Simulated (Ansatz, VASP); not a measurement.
# Two plane-wave programs on TiB2

```
Ti B
1.0
     3.01665    0.00000    0.00000
    -1.50832    2.61249    0.00000
     0.00000    0.00000    3.22423
Ti B
1 2
Direct
  0.00000 0.00000 0.00000
  0.33333 0.66667 0.50000
  0.66667 0.33333 0.50000
```

Change from the starting cell: strain -0.0050 x Voigt [1, 1, 0, 0, 0, 0], atoms carried along.

Alike in both runs: task single point; functional PBE; k mesh 18 × 18 × 14; occupations gaussian, width 0.15 eV; no spin polarisation.

|  | VASP | Ansatz |
| --- | --- | --- |
| version | VASP 6.6.1 | Ansatz 0.2.0 |
| potentials or method | VASP PAW PBE potentials, release 64 (Ti_sv, B) | scalar-relativistic, plane waves, PAW |
| plane-wave cutoff (eV) | 520 | 420 |
| valence electrons in the cell | 18 | 18 |

|  | VASP | Ansatz | Ansatz less VASP |
| --- | --- | --- | --- |
| gap on the k mesh at the Fermi level (eV) | none | none | - |
| pressure (GPa) | 3.1 | 2.8 | -0.21 |
| largest component of the traceless stress (GPa) | 1.76 | 1.78 | +0.021 |

A gap of «none» marks a metal or a gap that the smearing closes.
